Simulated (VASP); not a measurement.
# AlN (P6_3mc): a series in a change of volume, part 2 of 3

Wanted: the response of AlN to a change of volume, as a table, with a fit that predicts a row left out.

VASP 6.6.1, plane waves and PAW; the level of theory is named at each step.

So far: Set-up; Relax the crystal, LDA; Relax at fixed volume, LDA.

### Step 4. Dielectric response, LDA

Linear response gives the dielectric tensors, Born charges and zone-centre modes.

Level: LDA; plane waves and PAW (Al, N).

INCAR reads:

```
SYSTEM = AlN
PREC = Accurate
ENCUT = 600
EDIFF = 1E-08
NELM = 120
ISMEAR = 0
SIGMA = 0.02
LREAL = .FALSE.
ALGO = Normal
GGA = CA
NBANDS = 14
LASPH = .TRUE.
LWAVE = .FALSE.
LCHARG = .FALSE.
KPAR = 4
LEPSILON = .TRUE.
IBRION = 8
NSW = 1
```

POSCAR reads:

```
AlN
1.0
    3.0722163816      0.0000000000      0.0000000000
   -1.5361081908      2.6606174328      0.0000000000
    0.0000000000      0.0000000000      4.9099045753
Al N
2 2
Direct
    0.3333333333      0.6666666667      0.9998075814
    0.6666666667      0.3333333333      0.4998075814
    0.3333333333      0.6666666667      0.3821924186
    0.6666666667      0.3333333333      0.8821924186
```

KPOINTS reads:

```
Automatic mesh
0
Gamma
8 8 5
0 0 0
```

The projector-augmented-wave data sets are Al and N (LDA family, release 64).

Command:

```console
mpirun -np 4 vasp_std
```

Output:

```text
[... set-up lines as in an earlier step ...]
 entering main loop
       N       E                     dE             d eps       ncg     rms          rms(c)
DAV:   1     0.457743607820E+02    0.45774E+02   -0.82798E+03   848   0.115E+03
DAV:   2    -0.345218509546E+02   -0.80296E+02   -0.74271E+02  1198   0.204E+02
DAV:   3    -0.380364061905E+02   -0.35146E+01   -0.35019E+01  1140   0.435E+01
DAV:   4    -0.380566595284E+02   -0.20253E-01   -0.20251E-01   930   0.409E+00
[...]
DAV:  12    -0.328305517921E+02    0.74986E-06   -0.24849E-06  1050   0.126E-02    0.613E-03
DAV:  13    -0.328305515656E+02    0.22650E-06   -0.10373E-06  1152   0.782E-03    0.528E-04
DAV:  14    -0.328305515713E+02   -0.56557E-08   -0.26747E-08   960   0.133E-03
   1 F= -.32830552E+02 E0= -.32830552E+02  d E =-.446881E-28
 Linear response reoptimize wavefunctions to high precision
DAV:   1    -0.328305515671E+02    0.41251E-08   -0.98774E-09  1140   0.754E-04
DAV:   2    -0.328305515672E+02   -0.38199E-10   -0.14392E-10   678   0.993E-05
 Linear response G [H, r] |phi>, progress :
  Direction:   1
       N       E                     dE             d eps       ncg     rms
RMM:   1    -0.626694972322E+02   -0.62669E+02    0.86114E+01  2027   0.700E+01
RMM:   2    -0.541732079737E+02    0.84963E+01   -0.32766E+00  1395   0.141E+01
RMM:   3    -0.542051201725E+02   -0.31912E-01   -0.28179E-02  1516   0.129E+00
RMM:   4    -0.542055604800E+02   -0.44031E-03   -0.33009E-03  1628   0.170E-01
[...]
RMM:   9    -0.542052887043E+02   -0.54894E-06   -0.58037E-05  1242   0.270E-03
RMM:  10    -0.542052885652E+02    0.13902E-06   -0.49705E-05  1215   0.269E-03
RMM:  11    -0.542052886994E+02   -0.13415E-06   -0.72792E-05  1192   0.269E-03
 Linear response G [H, r] |phi>, progress :
  Direction:   2
       N       E                     dE             d eps       ncg     rms
RMM:   1    -0.671742615690E+02   -0.67174E+02    0.10163E+01  1916   0.690E+01
RMM:   2    -0.621442084684E+02    0.50301E+01   -0.27617E+00  1406   0.126E+01
RMM:   3    -0.621634694823E+02   -0.19261E-01   -0.24257E-02  1502   0.116E+00
RMM:   4    -0.621635696756E+02   -0.10019E-03   -0.10587E-03  1603   0.154E-01
[...]
RMM:   9    -0.621635059405E+02   -0.49912E-06    0.37960E-05  1226   0.192E-03
RMM:  10    -0.621635054539E+02    0.48660E-06    0.72483E-05  1216   0.191E-03
RMM:  11    -0.621635058705E+02   -0.41664E-06    0.32434E-05  1208   0.192E-03
 Linear response G [H, r] |phi>, progress :
  Direction:   3
       N       E                     dE             d eps       ncg     rms
RMM:   1    -0.666767913264E+02   -0.66677E+02    0.28997E+01  1922   0.687E+01
RMM:   2    -0.581349328193E+02    0.85419E+01   -0.30360E+00  1387   0.131E+01
RMM:   3    -0.581490087708E+02   -0.14076E-01   -0.26248E-02  1483   0.119E+00
[...]
RMM:   8    -0.589025833524E-02   -0.59739E-07    0.17913E-08  8699   0.723E-05    0.168E-05
RMM:   9    -0.589024175379E-02    0.16581E-07    0.28779E-08  8691   0.281E-05    0.153E-06
RMM:  10    -0.589024190402E-02   -0.15023E-09    0.33138E-09  8216   0.154E-05    0.654E-07
 first order change of Fermi-energy   0.17195E+00
 force on displaced ion       1 direction 1 : -17.424  -0.000  -0.000
 Born effective charge ion    1 direction 1 :   2.506   0.000   0.000
 Linear response progress:
  Degree of freedom:   2/  4
       N       E                     dE             d eps       ncg     rms          rms(c)
RMM:   1    -0.210604114442E-01   -0.21060E-01   -0.52827E-03  3195   0.134E+00
RMM:   2    -0.120131143444E-01    0.90473E-02   -0.26395E-03  1817   0.366E-01    0.122E-01
RMM:   3    -0.115769012199E-01    0.43621E-03   -0.76955E-04  1872   0.157E-01    0.527E-02
RMM:   4    -0.114867266607E-01    0.90175E-04   -0.12901E-04  1987   0.403E-02    0.278E-02
[...]
RMM:   8    -0.114477012773E-01   -0.72850E-06   -0.60310E-07  2077   0.109E-03    0.156E-04
RMM:   9    -0.114476963725E-01    0.49048E-08    0.14810E-07  2102   0.230E-04    0.238E-05
RMM:  10    -0.114476926863E-01    0.36862E-08    0.38597E-08  2126   0.497E-05    0.113E-05
 first order change of Fermi-energy  -0.21387E+00
 force on displaced ion       1 direction 3 :   0.000  -0.000 -22.761
 Born effective charge ion    1 direction 3 :   0.000   0.000   2.672
 Linear response progress:
  Degree of freedom:   3/  4
       N       E                     dE             d eps       ncg     rms          rms(c)
RMM:   1    -0.234287203758E+00   -0.23429E+00    0.20069E-01  8916   0.329E+00
RMM:   2    -0.233898307624E+00    0.38890E-03   -0.34264E-03  7334   0.425E-01    0.189E-01
RMM:   3    -0.234635400895E+00   -0.73709E-03   -0.10252E-03  6893   0.207E-01    0.929E-02
RMM:   4    -0.236465717683E+00   -0.18303E-02   -0.98457E-04  7159   0.190E-01    0.212E-02
[...]
RMM:   9    -0.236468733893E+00    0.19409E-07   -0.10627E-07  8755   0.111E-04    0.294E-06
RMM:  10    -0.236468780217E+00   -0.46325E-07   -0.24753E-07  8775   0.895E-05    0.148E-06
RMM:  11    -0.236468776158E+00    0.40589E-08   -0.64526E-08  7522   0.847E-05    0.355E-07
 first order change of Fermi-energy   0.64354E+00
 force on displaced ion       3 direction 1 : -17.512   0.001   0.000
 Born effective charge ion    3 direction 1 :  -2.508  -0.000  -0.000
 Linear response progress:
  Degree of freedom:   4/  4
       N       E                     dE             d eps       ncg     rms          rms(c)
RMM:   1    -0.251279231681E+00   -0.25128E+00    0.21480E-01  2161   0.328E+00
RMM:   2    -0.249849422507E+00    0.14298E-02   -0.30791E-03  1820   0.416E-01    0.194E-01
RMM:   3    -0.249938677405E+00   -0.89255E-04   -0.21622E-03  1794   0.252E-01    0.875E-02
RMM:   4    -0.251189302455E+00   -0.12506E-02   -0.96448E-04  1901   0.160E-01    0.229E-02
[...]
RMM:   9    -0.251430802884E+00    0.14399E-06   -0.45961E-08  2102   0.194E-04    0.180E-05
RMM:  10    -0.251430893051E+00   -0.90166E-07   -0.59045E-08  2163   0.116E-04    0.974E-06
RMM:  11    -0.251430895385E+00   -0.23347E-08   -0.49327E-08  2126   0.106E-04    0.161E-06
 first order change of Fermi-energy   0.21838E+00
 force on displaced ion       3 direction 3 :  -0.000   0.000 -21.360
 Born effective charge ion    3 direction 3 :   0.000   0.000  -2.672
 Born effective charges drift removed
 Linear response finished
```

Wall time 3.3 min (4 MPI ranks of AMD EPYC 7R43, shared host); peak memory 1.5 GiB; 13 min of CPU time.

From OUTCAR (step 4):

```text
  LATTYP: Found a hexagonal cell.
 ALAT       =     3.0722163816
 C/A-ratio  =     1.5981636595

 Subroutine GETGRP returns: Found 12 space group operations
 (whereof  6 operations were pure point group operations)

The static configuration has the point symmetry C_3v.
 The point group associated with its full space group is C_6v.

 Found     30 irreducible k-points:

   k-points           NKPTS =     30   k-points in BZ     NKDIM =     30   number of bands    NBANDS=     14

   dimension x,y,z NGX =    28 NGY =   28 NGZ =   40
   dimension x,y,z NGXF=    56 NGYF=   56 NGZF=   80

   ENCUT  =  600.0 eV  44.10 Ry    6.64 a.u.   6.14  6.14  9.81*2*pi/ulx,y,z

   NELECT =      16.0000    total number of electrons

  Total        1.1059319      1.1059319      1.1056990      0.0000000      0.0000000     -0.0000000
  in kB       44.1500982     44.1500982     44.1408031      0.0000000      0.0000000     -0.0000000
  external PRESSURE =      44.1469998 kB  Pullay stress =       0.0000000 kB

  energy-cutoff  :      600.00
  volume of cell :       40.13
      direct lattice vectors                 reciprocal lattice vectors
     3.072216382  0.000000000  0.000000000     0.325497906  0.187926304  0.000000000
    -1.536108191  2.660617433  0.000000000     0.000000000  0.375852608  0.000000000
     0.000000000  0.000000000  4.909904575     0.000000000  0.000000000  0.203669946

 POSITION                                       TOTAL-FORCE (eV/Angst)
 -----------------------------------------------------------------------------------
     -0.00000      1.77374      4.90896        -0.000000     -0.000000     -0.000164
      1.53611      0.88687      2.45401        -0.000000     -0.000000     -0.000164
     -0.00000      1.77374      1.87653         0.000000     -0.000000      0.000164
      1.53611      0.88687      4.33148        -0.000000      0.000000      0.000164
 -----------------------------------------------------------------------------------
    total drift:                               -0.000000      0.000000      0.000263

 MACROSCOPIC STATIC DIELECTRIC TENSOR (including local field effects in DFT)
 ------------------------------------------------------
           4.372108     0.000000    -0.000000
           0.000000     4.372108    -0.000000
           0.000000     0.000000     4.592181
 ------------------------------------------------------

 PIEZOELECTRIC TENSOR (including local field effects)  for field in x, y, z        (C/m^2)
          XX          YY          ZZ          XY          YZ          ZX
  --------------------------------------------------------------------------------
  x     0.00000     0.00000     0.00000     0.00000     0.00000     0.33078
  y    -0.00000    -0.00000     0.00000     0.00000     0.33078     0.00000
  z     0.24778     0.24778    -0.35599     0.00000     0.00000     0.00000

 BORN EFFECTIVE CHARGES (including local field effects) (in |e|, cummulative output)
 ---------------------------------------------------------------------------------
 ion    1
    1     2.50710     0.00000     0.00000
    2     0.00000     2.50710     0.00000
    3     0.00000     0.00000     2.67192
 ion    2
    1     2.50710     0.00000     0.00000
    2     0.00000     2.50710     0.00000
    3    -0.00000     0.00000     2.67192
 ion    3
    1    -2.50710     0.00000     0.00000
    2     0.00000    -2.50710     0.00000
    3     0.00000     0.00000    -2.67192
 ion    4
    1    -2.50710     0.00000     0.00000
    2     0.00000    -2.50710     0.00000
    3     0.00000    -0.00000    -2.67192

 Eigenvectors and eigenvalues of the dynamical matrix
 ----------------------------------------------------

   1 f  =   22.424005 THz   140.894178 2PiTHz  747.984290 cm-1    92.738191 meV
             X         Y         Z           dx          dy          dz
     -0.000000  1.773745  4.908960    -0.000000    0.000000    0.032594
      1.536108  0.886872  2.454008    -0.000000    0.000000   -0.032594
     -0.000000  1.773745  1.876528     0.000000   -0.000000   -0.706355
      1.536108  0.886872  4.331481     0.000000   -0.000000    0.706355

   2 f  =   21.056453 THz   132.301596 2PiTHz  702.367669 cm-1    87.082453 meV
             X         Y         Z           dx          dy          dz
     -0.000000  1.773745  4.908960    -0.000000    0.413291    0.000000
      1.536108  0.886872  2.454008    -0.000000    0.413291   -0.000000
     -0.000000  1.773745  1.876528     0.000000   -0.573752    0.000000
      1.536108  0.886872  4.331481     0.000000   -0.573752   -0.000000

   3 f  =   21.056453 THz   132.301596 2PiTHz  702.367669 cm-1    87.082453 meV
             X         Y         Z           dx          dy          dz
     -0.000000  1.773745  4.908960     0.413291    0.000000   -0.000000
      1.536108  0.886872  2.454008     0.413291    0.000000   -0.000000
     -0.000000  1.773745  1.876528    -0.573752   -0.000000    0.000000
      1.536108  0.886872  4.331481    -0.573752   -0.000000    0.000000

   4 f  =   20.791900 THz   130.639358 2PiTHz  693.543115 cm-1    85.988348 meV
             X         Y         Z           dx          dy          dz
     -0.000000  1.773745  4.908960    -0.000000    0.384854    0.000000
      1.536108  0.886872  2.454008     0.000000   -0.384854   -0.000000
     -0.000000  1.773745  1.876528    -0.000000    0.593201    0.000000
      1.536108  0.886872  4.331481     0.000000   -0.593201   -0.000000

   5 f  =   20.791900 THz   130.639358 2PiTHz  693.543115 cm-1    85.988348 meV
             X         Y         Z           dx          dy          dz
     -0.000000  1.773745  4.908960     0.384854    0.000000   -0.000000
      1.536108  0.886872  2.454008    -0.384854   -0.000000   -0.000000
     -0.000000  1.773745  1.876528     0.593201    0.000000    0.000000
      1.536108  0.886872  4.331481    -0.593201   -0.000000    0.000000

   6 f  =   19.226906 THz   120.806213 2PiTHz  641.340549 cm-1    79.516058 meV
             X         Y         Z           dx          dy          dz
     -0.000000  1.773745  4.908960     0.000000    0.000000    0.413351
      1.536108  0.886872  2.454008    -0.000000   -0.000000    0.413351
     -0.000000  1.773745  1.876528     0.000000    0.000000   -0.573708
      1.536108  0.886872  4.331481    -0.000000    0.000000   -0.573708

   7 f  =   16.898793 THz   106.178251 2PiTHz  563.683075 cm-1    69.887763 meV
             X         Y         Z           dx          dy          dz
     -0.000000  1.773745  4.908960    -0.000000    0.000000   -0.706355
      1.536108  0.886872  2.454008     0.000000   -0.000000    0.706355
     -0.000000  1.773745  1.876528    -0.000000    0.000000   -0.032594
      1.536108  0.886872  4.331481    -0.000000   -0.000000    0.032594

   8 f  =    7.166193 THz    45.026516 2PiTHz  239.038457 cm-1    29.636978 meV
             X         Y         Z           dx          dy          dz
     -0.000000  1.773745  4.908960     0.000001   -0.593201   -0.000000
      1.536108  0.886872  2.454008    -0.000001    0.593201   -0.000000
     -0.000000  1.773745  1.876528    -0.000001    0.384854   -0.000000
      1.536108  0.886872  4.331481     0.000001   -0.384854   -0.000000

   9 f  =    7.166193 THz    45.026516 2PiTHz  239.038457 cm-1    29.636978 meV
             X         Y         Z           dx          dy          dz
     -0.000000  1.773745  4.908960    -0.593201   -0.000001   -0.000000
      1.536108  0.886872  2.454008     0.593201    0.000001   -0.000000
     -0.000000  1.773745  1.876528     0.384854    0.000001   -0.000000
      1.536108  0.886872  4.331481    -0.384854   -0.000001   -0.000000

  10 f/i=    0.000438 THz     0.002750 2PiTHz    0.014597 cm-1     0.001810 meV
             X         Y         Z           dx          dy          dz
     -0.000000  1.773745  4.908960    -0.557000    0.137630   -0.000000
      1.536108  0.886872  2.454008    -0.557000    0.137630   -0.000000
     -0.000000  1.773745  1.876528    -0.401224    0.099139   -0.000000
      1.536108  0.886872  4.331481    -0.401224    0.099139   -0.000000

  11 f/i=    0.000438 THz     0.002750 2PiTHz    0.014597 cm-1     0.001810 meV
             X         Y         Z           dx          dy          dz
     -0.000000  1.773745  4.908960    -0.137630   -0.557000   -0.000000
      1.536108  0.886872  2.454008    -0.137630   -0.557000   -0.000000
     -0.000000  1.773745  1.876528    -0.099139   -0.401224   -0.000000
      1.536108  0.886872  4.331481    -0.099139   -0.401224   -0.000000

  12 f/i=    0.001641 THz     0.010311 2PiTHz    0.054738 cm-1     0.006787 meV
             X         Y         Z           dx          dy          dz
     -0.000000  1.773745  4.908960     0.000000    0.000000   -0.573708
      1.536108  0.886872  2.454008     0.000000    0.000000   -0.573708
     -0.000000  1.773745  1.876528     0.000000    0.000000   -0.413351
      1.536108  0.886872  4.331481     0.000000    0.000000   -0.413351

 MACROSCOPIC STATIC DIELECTRIC TENSOR IONIC CONTRIBUTION
 ------------------------------------------------------
           3.389582     0.000000    -0.000000
           0.000000     3.389582     0.000000
          -0.000000     0.000000     4.617099
 ------------------------------------------------------

 ELASTIC MODULI CONTR FROM IONIC RELAXATION (kBar)
 Direction    XX          YY          ZZ          XY          YZ          ZX
 --------------------------------------------------------------------------------
 XX        -902.1867    410.5718    544.5801     -0.0000     -0.0000      0.0000
 YY         410.5718   -902.1867    544.5801      0.0000     -0.0000     -0.0000
 ZZ         544.5801    544.5801  -1206.5033      0.0000      0.0000     -0.0000
 XY          -0.0000      0.0000      0.0000   -656.3793     -0.0000     -0.0000
 YZ          -0.0000      0.0000      0.0000     -0.0000   -171.2191     -0.0000
 ZX           0.0000     -0.0000     -0.0000     -0.0000     -0.0000   -182.2300
 --------------------------------------------------------------------------------

 PIEZOELECTRIC TENSOR IONIC CONTR  for field in x, y, z        (C/m^2)
          XX          YY          ZZ          XY          YZ          ZX
  --------------------------------------------------------------------------------
  x     0.00000    -0.00000    -0.00000    -0.00000    -0.00000    -0.73953
  y    -0.00000     0.00000     0.00000    -0.00000    -0.71684    -0.00000
  z    -1.00243    -1.00243     2.22086    -0.00000    -0.00000     0.00000

[... 3 further parts left out ...]
```

CONTCAR:

```
AlN
   1.00000000000000
     3.0722163816000001    0.0000000000000000    0.0000000000000000
    -1.5361081908000001    2.6606174328000001    0.0000000000000000
     0.0000000000000000    0.0000000000000000    4.9099045752999997
  Al              N
     2     2
Direct
     0.3333333332999970    0.6666666667000030    0.9998075813999989
     0.6666666667000030    0.3333333332999970    0.4998075813999989
     0.3333333332999970    0.6666666667000030    0.3821924185999990
     0.6666666667000030    0.3333333332999970    0.8821924185999990
```

Read from the output:

- ε∞, diagonal: 4.37, 4.37, 4.59

(Part 2 of 3 ends here.)

[Lines on the potential files, build, host, timing and source positions are cut from VASP's logs without a mark.]

[Logs are printed without paths, hosts, clocks, repeated set-up lines and the standing remarks that a program may print on its own settings, such as how far it seeks lower states.]

[Hosts, paths, dates, database ids (printed as entryN), source tags and the programs' standing remarks are cut or masked in the printed files.]

[In band tables of VASP the shares of atoms and orbitals are scaled to a sum of 1 inside the atoms' spheres.]
